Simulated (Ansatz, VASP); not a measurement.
## Two plane-wave programs on Al2O3

```xyz
10
Lattice="2.3803 1.3742 4.3319 -2.3803 1.3742 4.3319 0.0000 -2.7485 4.3319" Properties=species:S:1:pos:R:3 pbc="T T T"
Al    0.0000    0.0000    4.5755
Al    0.0000    0.0000    1.9223
Al    0.0000    0.0000    8.4201
Al    0.0000    0.0000   11.0733
O    -0.9213    1.3742    7.5808
O    -0.7295   -1.4850    7.5808
O     1.6508    0.1108    7.5808
O     0.9213   -1.3742    5.4148
O     0.7295    1.4850    5.4148
O    -1.6508   -0.1108    5.4148
```

Alike in both runs: functional PBE; k mesh 6 × 6 × 6; occupations gaussian, width 0.02 eV; no spin polarisation.

Ansatz relaxed the structure, and its values are those at the end. VASP's run is a single point on that final structure, the one shown.

|  | VASP | Ansatz |
| --- | --- | --- |
| version | VASP 6.6.1 | Ansatz 0.2.0 |
| potentials or method | VASP PAW PBE potentials, release 64 (Al, O) | scalar-relativistic, plane waves, PAW |
| plane-wave cutoff (eV) | 520 | 420 |
| valence electrons in the cell | 48 | 48 |

|  | VASP | Ansatz | Ansatz less VASP |
| --- | --- | --- | --- |
| gap on the k mesh at the Fermi level (eV) | 6.22 | 6.22 | +0.002 |
| least direct gap on the mesh (eV) | 6.22 | 6.22 | +0.002 |
| pressure (GPa) | 7.2 | 7.3 | +0.14 |

With one functional, cell and mesh, what is left measures potentials, basis and numerics. Ansatz warned: «stress_scf_threshold_loose».

A k mesh can miss the band edges.
